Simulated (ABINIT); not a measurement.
HfO2, 3 atoms in the cell. The structure is cubic, space group Fm-3m (No. 225). Conventional cell: a = 5.115 Å, b = 5.115 Å, c = 5.115 Å, α = 90.00°, β = 90.00°, γ = 90.00°. Around Hf (site symmetry m-3m) lie 8 O at 2.21 Å. O (site symmetry -43m) has 4 Hf at 2.21 Å as nearest neighbours. Measurements of this composition are mostly on another form, of space group No. 14.

```yaml
Program: ABINIT 10.8.3 (patched build)
Task: equation of state
Functional: WC
Potentials_or_basis: JTH PAW PBE v2.0
Cutoff: 626 eV
k_mesh: 9 × 9 × 9
Occupations: fermi-dirac, width 0.05 eV
Spin: no spin polarisation
Fine-grid_cutoff: 1224.51 eV
Exchange_and_correlation_inside_the_PAW_spheres: full angular mesh (pawxcdev 0, this build's default; the released program takes 1)
```

Potentials or basis: JTH PAW PBE v2.0.

Launch:

```bash
$ abinit run.abi > log 2>&1
```

Hardware: 1 thread of Arm Neoverse V1 (shared host).

**Question.** Estimate the wall time of this run.

**Answer.** Run time: 2.5 min on 1 thread of Arm Neoverse V1 (shared host), peak memory 0.17 GiB. Counts: scf iterations 68, mpi ranks 1, k points 35, bands 16, plane waves 1131.
